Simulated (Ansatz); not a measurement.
Input and command of a calculation in Ansatz (plane waves; scalar-relativistic PAW potentials unless the input names others):

```yaml
crystal:
  lattice:
    - [5.0797170108, 0.0, 0.0]
    - [-2.5398585054, 4.3991639754, 0.0]
    - [0.0, 0.0, 5.5590141059]
  atoms:
    - { symbol: Si, position: [0.5, 0.0, 0.0] }
    - { symbol: Si, position: [0.5, 0.5, 0.3333333333] }
    - { symbol: Si, position: [0.0, 0.5, 0.6666666667] }
    - { symbol: O, position: [0.4154623971, 0.2077311985, 0.1666666667] }
    - { symbol: O, position: [0.2077311985, 0.4154623971, 0.5] }
    - { symbol: O, position: [0.7922688015, 0.2077311985, 0.8333333333] }
    - { symbol: O, position: [0.5845376029, 0.7922688015, 0.1666666667] }
    - { symbol: O, position: [0.7922688015, 0.5845376029, 0.5] }
    - { symbol: O, position: [0.2077311985, 0.7922688015, 0.8333333333] }
basis:
  ecutwfc: 420
  ecutrho_ratio: 9
kpoints:
  mp_grid: { grid: [6, 6, 4] }
hamiltonian:
  xc: pbesol
scf:
  occupations: { method: gaussian, width: 0.02 }
output:
  forces: true
  eigenvalues: true
  stress: true
```

```bash
ansatz run input.yaml --threads 2 --pin off --max-ram 5120MiB --backend cpu --events-out ev --progress --plain --runs-dir out
```

Abridged log:
```
Pseudopotentials: kind: paw
Pseudopotential: Si, paw, valence charge 4, recommended cutoff 420 eV (normal)
Pseudopotential: O, paw, valence charge 6, recommended cutoff 420 eV (normal)
Functional definition: PBEsol
Crystal: 9 atoms, lattice volume = 124.225 Å³
Basis set: ecut = 420 eV, 2461 PW (Γ), exchange–correlation on 108×108×120 points (8 copies of the dense FFT grid, shifted against one another)
Bands: 33, of which v1, the nominal top of the filled ones, is band 24 counted from 1 (23 counted from 0)
Symmetry: 12 space group operations
Space group: P6222 (ITA 180), of the structure as read, at distance tolerance 5.0e-5 Å
k-points: 21 of 144 (time reversal used)
Initial density: superposition of atomic densities (neutral atoms: chi_scale 0, normalization atom), corrected by the library's trained network
Initial wavefunctions: pseudopotential atomic-orbital guess
Functional: x = pbesol(κ = 0.804, μ = 0.12345679), c = pbesol(β = 0.046)
SCF iter   1: F=—  HF=-5239.813495 eV  |F-HF|=—  |Δ(HF+E_count)|=         —  Δρ=1.19e-2  dr2=1.33e-1  ethr=1.77e-3  ⟨swp⟩=7.2  Hψ=3771  notcnv=0  defer=1
SCF iter   2: F=—  HF=-5239.775188 eV  |F-HF|=—  |Δ(HF+E_count)|=   3.83e-2  Δρ=1.60e-3  dr2=1.03e-3  ethr=2.76e-4  ⟨swp⟩=2.6  Hψ=1386  notcnv=0  defer=48
SCF iter   3: F=—  HF=-5239.775346 eV  |F-HF|=—  |Δ(HF+E_count)|=   1.59e-4  Δρ=7.15e-4  dr2=3.38e-4  ethr=2.15e-6  ⟨swp⟩=2.0  Hψ=1148  notcnv=0  defer=27
automatic band count: iteration 3 solves 32 bands in place of 33: the levels show a gap, and the empty bands left out lie too high to hold charge; the band table lists the bands solved (type scf.n_extra_bands for more)
SCF iter   4: F=—  HF=-5239.775451 eV  |F-HF|=—  |Δ(HF+E_count)|=   1.04e-4  Δρ=1.15e-4  dr2=1.48e-5  ethr=7.04e-7  ⟨swp⟩=2.1  Hψ=1082  notcnv=0  defer=27
SCF iter   5: F=—  HF=-5239.775481 eV  |F-HF|=—  |Δ(HF+E_count)|=   3.02e-5  Δρ=1.73e-5  dr2=6.67e-7  ethr=3.08e-8  ⟨swp⟩=2.5  Hψ=1048  notcnv=0  defer=27
SCF iter   6: F=-5239.775483 eV  HF=-5239.775483 eV  |F-HF|=2.61e-8  |Δ(HF+E_count)|=   1.59e-6  Δρ=3.55e-6  dr2=1.29e-8  ethr=2.08e-10  ⟨swp⟩=10.7  Hψ=3374  notcnv=0
SCF 1 converged in 6 iterations: F = -5239.775483 eV  dr2 = 1.29e-8
SCF converged after 6 iterations
Free energy (F): -5239.775483 eV
Harris-Foulkes:  -5239.775483 eV  (|F-HF|=2.61e-8)
Internal energy: -5239.775483 eV  (E = F + TS)
E sigma→0 (E₀):  -5239.775483 eV
Fermi energy:    4.454637 eV
--- Forces (eV/Å), atoms counted from 1 ---
  atom   1  Si     0.00000000     0.00000000     0.00000000
  atom   2  Si     0.00000000     0.00000000     0.00000000
  atom   3  Si     0.00000000     0.00000000     0.00000000
  atom   4  O      0.00041067     0.00023710     0.00000000
  atom   5  O      0.00000000     0.00047420     0.00000000
  atom   6  O     -0.00041067     0.00023710     0.00000000
  atom   7  O     -0.00041067    -0.00023710     0.00000000
  atom   8  O      0.00000000    -0.00047420     0.00000000
  atom   9  O      0.00041067    -0.00023710     0.00000000
--- Stress (GPa, compression-positive) ---
        0.011835       0.000000       0.000000
        0.000000       0.011835       0.000000
        0.000000       0.000000       0.008343
  P = ⅓ Tr σ = 0.0107 GPa (0.107 kbar)
```

Apart from outputs, empty bands and the relaxation, which only the reference makes, the input differs from a reference run on usual settings in basis.ecutrho_ratio: not typed → 9. The reference, at the same geometry, ended its own course with pressure 0.01 GPa, largest force 0.000 eV/Å, gap on the mesh 5.55 eV. This run converged in 6 SCF iterations with an energy at zero smearing within 0.01 meV/atom of the reference's, pressure 0.01 GPa, largest force 0.000 eV/Å, gap on the mesh 5.55 eV.

Time: 4.3 s on 2 threads of Arm Neoverse V1, with other jobs on the host, peak memory 0.44 GiB.